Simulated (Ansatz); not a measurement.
# Convergence notes, G0W0 on BeS (zincblende)

BeS in the zincblende structure, relaxed with r2SCAN; one-shot G0W0 in Ansatz without spin-orbit coupling. Calculated for a static, non-magnetic cell.

```xyz
2
Lattice="0.0000 2.4343 2.4343 2.4343 0.0000 2.4343 2.4343 2.4343 0.0000" Properties=species:S:1:pos:R:3 pbc="T T T"
Be    0.0000    0.0000    0.0000
S     1.2172    1.2172    1.2172
```

Gaps are read over the mesh points alone. G0W0 values are finite-basis, finite-mesh values.
```csv
start,potentials,frequency model,mesh,empty bands,screening cutoff (eV),Kohn-Sham gap (eV),G0W0 gap (eV),rough cost
PBE,PAW,contour deformation,4×4×4,46,80,3.12,4.21,3 core-seconds
PBE,PAW,contour deformation,4×4×4,108,140,3.12,4.39,10 core-seconds
PBE,PAW,contour deformation,4×4×4,199,210,3.12,4.48,30 core-seconds
PBE,PAW,contour deformation,6×6×6,46,80,3.13,4.24,15 core-seconds
PBE,PAW,Godby-Needs pole,4×4×4,108,140,3.12,4.35,10 core-seconds
PBE,norm-conserving,contour deformation,4×4×4,108,140,3.13,4.38,40 core-seconds
LDA,PAW,contour deformation,4×4×4,108,140,2.90,4.31,10 core-seconds
r2SCAN,PAW,contour deformation,4×4×4,108,140,3.58,4.63,13 core-seconds
```

Over the mesh points the PBE gap of 3.12 eV becomes a quasiparticle gap of 4.48 eV (Γ to X), a change of +1.36 eV. Renormalisation factors Z lie between 0.77 and 0.82.

Raising bands and cutoff together moves the gap by +0.18 eV (80 to 140 eV), then +0.09 eV (140 to 210 eV); the last step is still large, so the basis limit isn't reached. A 6×6×6 mesh in place of 4×4×4 changes the opening over PBE by +0.02 eV (the gap on the mesh by +0.03 eV). The Godby-Needs plasmon pole differs from contour deformation by -0.04 eV. Norm-conserving potentials (wave cutoff 1800 eV against 420 eV) shift the quasiparticle gap by -0.01 eV and the PBE gap by +0.01 eV. Starting from LDA (2.90 eV against PBE's 3.12 eV) gives 4.31 eV, -0.08 eV from G0W0@PBE at the same screening cutoff. Starting from r2SCAN (3.58 eV against PBE's 3.12 eV) gives 4.63 eV, +0.24 eV from G0W0@PBE at the same screening cutoff. r2SCAN runs take a wave cutoff of 500 eV.
